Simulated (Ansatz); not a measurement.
## Response to strain in ZnTe

Base system: ZnTe in the zinc blende structure (space group F-43m, No. 216; a = 6.1134 Å). Axes: x, y, z lie along the cube axes.

Strains are applied to the cell and any free atomic positions relax; under biaxial strain the out-of-plane vector relaxes too.

Method: Ansatz (a program for electronic structure), r2SCAN, PAW, cutoff 500 eV, no SOC.

Candidates:
(a) biaxial strain −0.67 %, plane normal [111], relaxed out of plane
(b) uniaxial strain ε_zz = +4.85 %
(c) uniaxial strain ε_yy = −5.43 %
(d) uniaxial strain ε_yy = +1.59 %
(e) biaxial strain −0.34 %, plane normal [001], relaxed out of plane

Notes on the quantities. energy relative to the base: free energy F.

**Question.** Order them by energy relative to the base, lowest first.

**Answer.** (e) biaxial strain −0.34 %, plane normal [001], relaxed out of plane (+0.1 meV/atom), (a) biaxial strain −0.67 %, plane normal [111], relaxed out of plane (+0.9 meV/atom), (d) uniaxial strain ε_yy = +1.59 % (+1.6 meV/atom), (b) uniaxial strain ε_zz = +4.85 % (+14 meV/atom), (c) uniaxial strain ε_yy = −5.43 % (+20 meV/atom)

Stability against distortions was not tested.
